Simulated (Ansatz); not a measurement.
**Relaxing Te$_{2}$Pt in the CdI2 type**

First guess:

```
CELL_PARAMETERS angstrom
3.89936 0.00000 0.00000
-1.94968 3.37695 0.00000
0.00000 0.00000 6.23898
ATOMIC_POSITIONS crystal
Pt 0.00000 0.00000 0.00000
Te 0.33333 0.66667 0.25000
Te 0.66667 0.33333 0.75000
```

All numbers below come from DFT, PBE, PAW with Ansatz's default frozen-core files, scalar-relativistic (Ansatz 0.2.0).

Cell and atoms relax within the symmetry of the start on a 10×10×6 k mesh with 0.05 eV Fermi–Dirac smearing.

The start is built from a prototype, known or not as a phase of this compound; the cutoff is 420 eV.

Spin–orbit coupling is left out, though it moves levels of the heavy atoms by tenths of an eV or more.

Problem. What is the pressure of the first guess?

Solution. -0.63 GPa.

Problem. What does it relax to?

Solution. a = 4.090 Å, b = 4.090 Å, c = 5.383 Å, α = 90.00°, β = 90.00°, γ = 120.00° (conventional cell), 25.99 Å³ per atom:
```
CELL_PARAMETERS angstrom
4.08996 0.00000 0.00000
-2.04498 3.54201 0.00000
0.00000 0.00000 5.38270
ATOMIC_POSITIONS crystal
Pt 0.00000 0.00000 0.00000
Te 0.33333 0.66667 0.25300
Te 0.66667 0.33333 0.74700
```

Problem. How much energy does the relaxation release?

Solution. 83 meV/atom.
